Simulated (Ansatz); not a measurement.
Computed with Ansatz on PBE0-D4/def2-TZVP structures; ΔE is electronic, products minus reactants. CBS: MP2 limit from def2 TZ/QZ plus the TZ coupled-cluster correction, frozen cores. Each species was taken in one conformer, which may not be the lowest.

Consider the isomerisation: `COC(C)C` → tert-butanol.

```json
{"species": "`COC(C)C`", "SCS-MP2/def2-TZVPP energy (Eh)": "-233.18620"}
{"species": "`CC(C)(C)O`", "SCS-MP2/def2-TZVPP energy (Eh)": "-233.20807"}
```

Task: Work out ΔE.

Result: ΔE = (-233.20807) − (-233.18620) = -0.02187 Eh = -13.7 kcal/mol. CCSD(T)/CBS gives -14.4 kcal/mol.

Largest T1 diagnostic among the species: 0.010.

At CCSD(T), def2-SVP lies +1.5 kcal/mol from the extrapolated value and def2-TZVPP +0.6 kcal/mol. From BLYP to BHLYP (50 % exact exchange), in def2-TZVPP and without D4, ΔE moves by −1.4 kcal/mol. The D4 term adds −0.7 kcal/mol with B3LYP and −0.3 kcal/mol with PBE0; it sums over pairs of atoms, weighted by their polarisabilities, and B3LYP, whose exchange is more repulsive, gets the larger term.

B3LYP here is the variant with VWN-RPA as its local correlation; programs differ in this.
